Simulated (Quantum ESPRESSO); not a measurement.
## ZnS: phonons with PBE

**What was measured.**

From a printed reference work, monograph, for a bulk crystal of ZnS: high-frequency dielectric constant 5.14.

The system is ZnS.

```
CELL_PARAMETERS angstrom
0.00000 2.70200 2.70200
2.70200 0.00000 2.70200
2.70200 2.70200 0.00000
ATOMIC_POSITIONS crystal
Zn 0.75000 0.75000 0.75000
S 0.00000 0.00000 0.00000
```

* Program: Quantum ESPRESSO 7.5
* Task: phonons
* Functional: PBE
* Potentials or basis: SG15 PBE 1.2
* Cutoff: 952 eV
* Density cutoff: 3810 eV
* k mesh: 6 × 6 × 6, shifted
* Occupations: fermi-dirac, width 0.05 eV
* Spin: no spin polarisation
* Mixing beta: 0.5
* Most SCF iterations: 120
* SCF threshold: 4e-10 Ry

- Pressure after relaxing: 1.7 GPa
- Electronic dielectric tensor (diagonal): 5.94
- Born charges (mean of the diagonal): Zn +2.00; S -2.00 e
- Highest phonon frequency at Γ, LO-TO splitting left out: 273 cm⁻¹
- Static dielectric tensor (diagonal): 9.05

Levels at points of the mesh, in eV from the valence-band top:
```tsv
k point	band 10	band 11	band 12	band 13	band 14	band 15	band 16	band 17
(0.08, 0.08, 0.08)	-5.77	-0.52	0.00	0.00	2.65	6.42	6.61	6.61
```

Phonon frequencies in cm⁻¹ (negative: imaginary):
| q point | frequencies |
| --- | --- |
| (0.000, 0.000, 0.000) | 14 14 14 273 273 273 |

Electronic dielectric tensor:
```
5.94 0.00 0.00
0.00 5.94 0.00
0.00 0.00 5.94
```

Born effective charge tensors (e):
atom 1, Zn
```
2.00 0.00 0.00
0.00 2.00 0.00
0.00 0.00 2.00
```
atom 2, S
```
-2.00  0.00  0.00
 0.00 -2.00  0.00
 0.00  0.00 -2.00
```

Optical modes at Γ, degenerate ones joined, polar ones without the macroscopic field:
```csv
cm⁻¹,components,symmetry,active in,"IR intensity, summed ((D/Å)²/amu)"
273,3,T2,IR and Raman,12.86
```

Zone-centre frequencies without and with the macroscopic field along z (cm⁻¹):
|  | optical modes in rising order |
| --- | --- |
| without | 273 273 273 |
| with the field | 273 273 337 |

Static dielectric tensor, electrons and zone-centre modes:
```
9.05 0.00 0.00
0.00 9.05 0.00
0.00 0.00 9.05
```

It took 7.7 min on 4 MPI ranks on Intel(R) Xeon(R) Processor @ 2.50GHz (Skylake/Cascade Lake) (shared host), peak memory 0.36 GiB a rank.

Measured high-frequency dielectric constant of ZnS: 5.14 (a printed reference work, monograph). This calculation gives 5.94 (+15.6 %).
